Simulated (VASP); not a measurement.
# Ge, surface energy: which settings are enough?

Ge, slab, 24 atoms in the cell. PBE; PAW potentials Ge_d (PBE set). VASP 6.6.1.

Wanted: surface energy, atoms not relaxed within 0.02 J/m²; face levels within 0.04 eV.

Crystal: Ge, P6_3/mmc; Face: (1 0 0); Starting cell: bulk cell relaxed first with the same functional.

Face levels: vacuum level at each face, counted from the Fermi level.

The series start from vacuum (Å): 12; k spacing (1/Å): 0.35; Smearing SIGMA (eV): 0.05; Cutoff ENCUT (eV): 400; SCF threshold EDIFF (eV): 1e-6; PREC: Accurate; LREAL: .FALSE.; ALGO: Normal; atomic planes: 6. Each series keeps the choices made before it, and each single choice may use up half of a tolerance. Times cover all steps of a run.

## Vacuum (Å)

| Vacuum (Å) | Surface energy, atoms not relaxed (J/m²) | Face levels, largest deviation (eV) | Time (s) |
|---|---|---|---|
| 5 | 0.944 | 0.115 | 53 |
| 7 | 0.940 | 0.027 | 56 |
| 9 | 0.940 | 0.005 | 61 |
| 12 | 0.940 | 0.003 | 88 |
| 15 | 0.941 | 0.001 | 95 |
| 20 (reference) | 0.941 | 0.000 | 120 |

Chosen: 9, the loosest value from which every tighter one stays within half of the tolerance.

## k spacing (1/Å)

| k spacing (1/Å) | Surface energy, atoms not relaxed (J/m²) | Face levels, largest deviation (eV) | Time (s) |
|---|---|---|---|
| 0.8 | 0.820 | 0.035 | 49 |
| 0.6 | 0.928 | 0.124 | 50 |
| 0.45 | 0.950 | 0.027 | 72 |
| 0.35 | 0.940 | 0.002 | 61 |
| 0.25 | 0.953 | 0.020 | 152 |
| 0.2 (reference) | 0.954 | 0.000 | 158 |

Chosen: 0.25.

## Smearing SIGMA (eV)

| Smearing SIGMA (eV) | Surface energy, atoms not relaxed (J/m²) | Face levels, largest deviation (eV) | Time (s) |
|---|---|---|---|
| 0.2 | 0.953 | 0.007 | 158 |
| 0.1 | 0.952 | 0.011 | 138 |
| 0.05 | 0.953 | 0.011 | 152 |
| 0.02 (reference) | 0.953 | 0.000 | 137 |

Chosen: 0.2.

## Cutoff ENCUT (eV)

| Cutoff ENCUT (eV) | Surface energy, atoms not relaxed (J/m²) | Face levels, largest deviation (eV) | Time (s) |
|---|---|---|---|
| 250 | 0.962 | 0.005 | 72 |
| 310 | 0.953 | 0.001 | 87 |
| 360 | 0.953 | 0.001 | 116 |
| 400 | 0.953 | 0.000 | 158 |
| 460 | 0.953 | 0.000 | 160 |
| 550 (reference) | 0.953 | 0.000 | 232 |

Chosen: 250.

## SCF threshold EDIFF (eV)

| SCF threshold EDIFF (eV) | Surface energy, atoms not relaxed (J/m²) | Face levels, largest deviation (eV) | Time (s) |
|---|---|---|---|
| 0.001 | 0.962 | 0.099 | 53 |
| 0.0001 | 0.962 | 0.051 | 61 |
| 1e-5 | 0.962 | 0.000 | 68 |
| 1e-6 | 0.962 | 0.000 | 72 |
| 1e-7 (reference) | 0.962 | 0.000 | 88 |

Chosen: 1e-5.

## PREC

| PREC | Surface energy, atoms not relaxed (J/m²) | Face levels, largest deviation (eV) | Time (s) |
|---|---|---|---|
| Accurate | 0.962 | 0.000 | 68 |
| Normal | 0.965 | 0.002 | 54 |

Chosen: Accurate; no other choice that stays within half of the tolerance saves 30 % of the time.

## LREAL

| LREAL | Surface energy, atoms not relaxed (J/m²) | Face levels, largest deviation (eV) | Time (s) |
|---|---|---|---|
| .FALSE. | 0.962 | 0.000 | 68 |
| Auto | 0.962 | 0.000 | 112 |

Chosen: .FALSE..

## ALGO

| ALGO | Surface energy, atoms not relaxed (J/m²) | Face levels, largest deviation (eV) | Time (s) |
|---|---|---|---|
| Normal | 0.962 | 0.000 | 68 |
| Fast | 0.962 | 0.000 | 74 |
| All | 0.962 | 0.001 | 78 |

Chosen: Normal.

## Atomic planes

| Atomic planes | Surface energy, atoms not relaxed (J/m²) | Face levels, largest deviation (eV) | Time (s) |
|---|---|---|---|
| 4 | 0.922 | 0.223 | 44 |
| 6 | 0.962 | 0.069 | 68 |
| 8 | 0.968 | 0.021 | 96 |
| 10 | 0.974 | 0.005 | 145 |
| 12 (reference) | 0.969 | 0.000 | 225 |

Chosen: 10.

## All choices together

| Input | Surface energy, atoms not relaxed (J/m²) | Face levels, largest deviation (eV) | Time (s) |
|---|---|---|---|
| program defaults, thin vacuum, coarse mesh (naive) | 0.939 | 0.192 | 25 |
| chosen settings | 0.958 | 0.091 | 316 |
| reference settings throughout | 0.961 | 0.000 | 1589 |

The tolerance is missed in the face levels, so this input isn't good enough yet.

Values of the reference run: Face levels: 4.893, 4.893 eV.

3 cheaper combinations failed this check first and made the worst setting one step tighter.

## The input

INCAR.step1:
```
SYSTEM = Ge
PREC = Accurate
ENCUT = 310
EDIFF = 1E-5
ISMEAR = 0
SIGMA = 0.2
LREAL = .False.
LASPH = .True.
ALGO = Normal
NELM = 120
LWAVE = .False.
LCHARG = .False.
GGA = PE
KPAR = 8
```

INCAR.step2, as INCAR.step1 but for:
```
+ LVHAR = .True.
+ LVACPOTAV = .True.
+ LDIPOL = .True.
+ IDIPOL = 3
+ DIPOL = 0.5 0.5 0.5
```

KPOINTS.step1:
```
Automatic mesh
0
Gamma
  8 5 15
  0 0 0
```

KPOINTS.step2:
```
Automatic mesh
0
Gamma
  8 5 1
  0 0 0
```

POSCAR.step1:
```
Ge
1.0
    4.0543314854      0.0000000000      0.0000000000
    0.0000000000      6.6826086735      0.0000000000
    2.0271657427      0.0000000000      3.5111540618
Ge
4
Direct
    0.3333333300      0.9370987500      0.3333333300
    0.6666666700      0.4370987500      0.6666666700
    0.3333333300      0.5627787266      0.3333333300
    0.6666666700      0.0627787266      0.6666666700
```

POSCAR.step2:
```
Ge
1.0
    4.0543314854      0.0000000000      0.0000000000
    0.0000000000      6.6826086735      0.0000000000
    0.0000000000      0.0000000000     27.7261550213
Ge
24
Direct
    0.4999999950      0.9370987500      0.1623016245
    0.0000000050      0.4370987500      0.2045139222
    0.4999999950      0.5627787266      0.1623016245
    0.0000000050      0.0627787266      0.2045139222
    0.9999999950      0.9370987500      0.2889385151
    0.5000000050      0.4370987500      0.3311508128
    0.9999999950      0.5627787266      0.2889385151
    0.5000000050      0.0627787266      0.3311508128
    0.4999999950      0.9370987500      0.4155754058
    0.0000000050      0.4370987500      0.4577877035
    0.4999999950      0.5627787266      0.4155754058
    0.0000000050      0.0627787266      0.4577877035
    0.9999999950      0.9370987500      0.5422122965
    0.5000000050      0.4370987500      0.5844245942
    0.9999999950      0.5627787266      0.5422122965
    0.5000000050      0.0627787266      0.5844245942
    0.4999999951      0.9370987500      0.6688491872
    0.0000000051      0.4370987500      0.7110614849
    0.4999999951      0.5627787266      0.6688491872
    0.0000000051      0.0627787266      0.7110614849
    0.9999999951      0.9370987500      0.7954860778
    0.5000000051      0.4370987500      0.8376983755
    0.9999999951      0.5627787266      0.7954860778
    0.5000000051      0.0627787266      0.8376983755
```

Commands (each step's output is kept before the next begins):
```
cat potpaw_PBE.64/Ge_d/POTCAR > POTCAR
cp INCAR.step1 INCAR
cp KPOINTS.step1 KPOINTS
cp POSCAR.step1 POSCAR
mpirun -np 8 vasp_std > vasp.out
rm WAVECAR CHG
cp INCAR.step2 INCAR
cp KPOINTS.step2 KPOINTS
cp POSCAR.step2 POSCAR
mpirun -np 8 vasp_std > vasp.out
```

Limits: The program found no field-free region, so the vacuum level is rough; the atoms keep their starting positions, so the number serves for convergence, not as the relaxed result.

The chosen input took VASP 6.6.1 316 s on 8 cores (AMD EPYC 7R43 (Zen 3)), a shared host.

## An input that fails: one k point in the plane

It runs to its end, but against the unchanged starting input it is off by 0.724 J/m² in the surface energy, atoms not relaxed, 0.112 eV in the face levels.

k mesh: 5 × 3 × 1 becomes 1 × 1 × 1; k-point spacing in the plane (1/Å): 0.35 becomes 9.

Changes against the starting input:
```
(step 1)
- KPAR = 8
```
